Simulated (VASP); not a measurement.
Consider the following.

```
CELL_PARAMETERS angstrom
      2.08200     1.20204     3.56333
     -2.08200     1.20204     3.56333
      0.00000    -2.40409     3.56333
ATOMIC_POSITIONS crystal
  Ge 0.76240 0.76240 0.76240
  Te 0.23760 0.23760 0.23760
```

The numbers are results of r2SCAN meta-GGA, VASP's PBE PAW potentials (set 64) (plane waves; VASP), not measurements. Run with 400 eV cut-off, 7×7×7 Γ-centred mesh, Gaussian smearing of 0.050 eV, potentials Ge_d Te.

Energy and stress use the plane-wave basis of the starting cell.

Q: The ions, cell shape and volume are relaxed. Give the cell that the relaxation ends in.

A: 
```
CELL_PARAMETERS angstrom
      2.09297     1.20838     3.65733
     -2.09297     1.20838     3.65733
      0.00000    -2.41676     3.65733
ATOMIC_POSITIONS crystal
  Ge 0.76767 0.76767 0.76767
  Te 0.23233 0.23233 0.23233
```
Space group R3m (160), at a tolerance of 0.03 Å.

Q: How do energy and volume change from the first to the last step?

A: The energy (σ→0) changes by -8.1 meV/atom and the volume by +3.7 %, in 19 ionic steps.

The structure was generated: GeTe was put into the alpha-GeTe type (R3m), which need not be its known phase. This run relaxes it. Symmetry was kept, so distortions that lower it aren't found.
